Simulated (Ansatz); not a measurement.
Start from ZnTe in the zinc blende structure (space group F-43m, No. 216).

ZnTe is modelled in the cubic space group F-43m (No. 216), the zinc blende structure, Pearson symbol cF8. Conventional cell: a = b = c = 6.1147 Å, α = β = γ = 90.00°. Te on 4c has 4 Zn at 2.648 Å (tetrahedral). Zn on 4a sees 4 Te at 2.648 Å (tetrahedral). (Neighbours: up to the widest gap in distance over summed covalent radii, below 1.35, at either atom; cation-cation and far metal-metal contacts left out.)
(The calculation used a cell of 2 atoms; values per cell refer to that cell.)

Method: r2SCAN (Ansatz, a first-principles code), spin-orbit coupling left out, earlier PAW set.

One change was made to it. Results:

The hole mass (degenerate bands, along [100]) goes from 0.11, 0.45, 0.45 mₑ (at Γ) to 0.10, 0.49, 0.49 mₑ (at Γ); the valley order (the lowest conduction-band minima on the path, energy above the VBM, named in the base's zone) changes from Γ 1.78 eV; L along ⟨111⟩ 2.20 eV; a point along ⟨100⟩, about 0.9 Å⁻¹ from Γ 2.55 eV to Γ 1.56 eV; L along ⟨111⟩ 2.14 eV; a point along ⟨100⟩, about 0.9 Å⁻¹ from Γ 2.60 eV; the lattice parameter a rises by 0.0916 Å to 6.206 Å.

### Question
Which of these changes matches the shifts?
A) pressure −2 GPa
B) pressure 3 GPa
C) pressure 30 GPa
D) pressure −1 GPa

### Answer
A, pressure −2 GPa. For comparison, the valley order in the other runs: pressure 3 GPa gives Γ 2.06 eV; L along ⟨111⟩ 2.28 eV; a point along ⟨100⟩, about 0.9 Å⁻¹ from Γ 2.45 eV; pressure 30 GPa gives a point along ⟨100⟩, about 0.9 Å⁻¹ from Γ 1.74 eV; L along ⟨111⟩ 2.63 eV; Γ 3.50 eV; pressure −1 GPa gives Γ 1.68 eV; L along ⟨111⟩ 2.17 eV; a point along ⟨100⟩, about 0.9 Å⁻¹ from Γ 2.58 eV.

Spin-orbit coupling, missing from the scalar runs, can matter with Te. Load acts through the strain it causes; cell and atoms are relaxed under it. Masses are band curvatures over ±0.01 Å⁻¹ around the edge. Stability against distortions was not tested. Measured, ZnTe leaves this structure (for cinnabar) near 9.5 GPa (temperature not stated; as listed in Datta, Sujoy, Jana, Debnarayan, arXiv (2020)), on rising pressure, with hysteresis.
